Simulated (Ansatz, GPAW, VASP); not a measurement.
InAs: 3 runs at one level of theory

```xyz
2
Lattice="0.0000 3.0180 3.0180 3.0180 0.0000 3.0180 3.0180 3.0180 0.0000" Properties=species:S:1:pos:R:3 pbc="T T T"
In    0.0000    0.0000    0.0000
As    4.5270    4.5270    4.5270
```

Alike in all runs: task single point; functional PBE; k mesh 8 × 8 × 8; occupations gaussian, width 0.029 eV; no spin polarisation; no spin-orbit coupling. A missing gap at this level doesn't show that the real crystal is a metal. Pressure is positive in compression and, in plane waves, holds the error of the finite cutoff.

```csv
program and potentials,plane-wave cutoff (eV),notes,band gap (eV),pressure (GPa)
"Ansatz, all-electron LAPW, scalar-relativistic",-,-,no gap,4.30
"VASP, PBE PAW files As, In_d, 520 eV",520,-,no gap,4.36
"GPAW, GPAW PAW data sets (gpaw-data 1.2.1)",600,-,no gap,4.04
```

None finds a gap. The pressure spans 4.04 (GPAW, GPAW PAW data sets (gpaw-data 1.2.1)) to 4.36 GPa (VASP, PBE PAW files As, In_d, 520 eV), with all-electron results at 4.30.

The functional is the same throughout but for its coding, so the spread measures potentials, basis and numerics; runs on potential files found faulty are left out.

The absence of a gap in all three runs, the all-electron one included, points to the functional rather than to the potentials. InAs is in fact a narrow direct-gap semiconductor. Its conduction-band minimum at Γ is s-like and already low in energy, and PBE places it too low relative to the p-like valence top, probably enough to make the two overlap. In 4d states that lie too shallow add to the error by pushing the valence top upward through p–d repulsion. Compression is an unlikely culprit, since it normally widens the direct gap of this material.

The positive pressures mean that PBE favours a larger cell than the one used, in line with its usual underbinding of III–V semiconductors. VASP lies closer to the all-electron pressure than GPAW does, but all three agree on the sign and approximate size of the stress. Agreement at a single volume doesn't establish equally good agreement for the bulk modulus.
